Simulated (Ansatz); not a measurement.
The parent structure is BaSnO$_{3}$ in the cubic perovskite structure (space group Pm-3m, No. 221; a = 4.176 Å).

Perturbation: a negative pressure, −2 GPa.

Calculations: Ansatz (an electronic-structure program), PBE, PAW, cutoff 420 eV, no spin-orbit coupling, earlier PAW set.

Base, band edges from the VBM (valence, conduction): M -0.05, 6.39; R 0.00, 5.11; X -0.97, 4.52; Γ -0.49, 0.48 eV.

Give the band edges at the high-symmetry points of the new zone, measured from its valence-band maximum.


```
point  valence edge (eV)  conduction edge (eV)
-----  -----------------  --------------------
Γ                  -0.49                  0.30
X                  -0.96                  4.34
M                  -0.04                  6.23
R                   0.00                  5.04
```

The gap is 0.30 eV, indirect, R → Γ.

Load acts through the strain it causes; cell and atoms are relaxed under it. Whether these cells are dynamically stable was not tested.
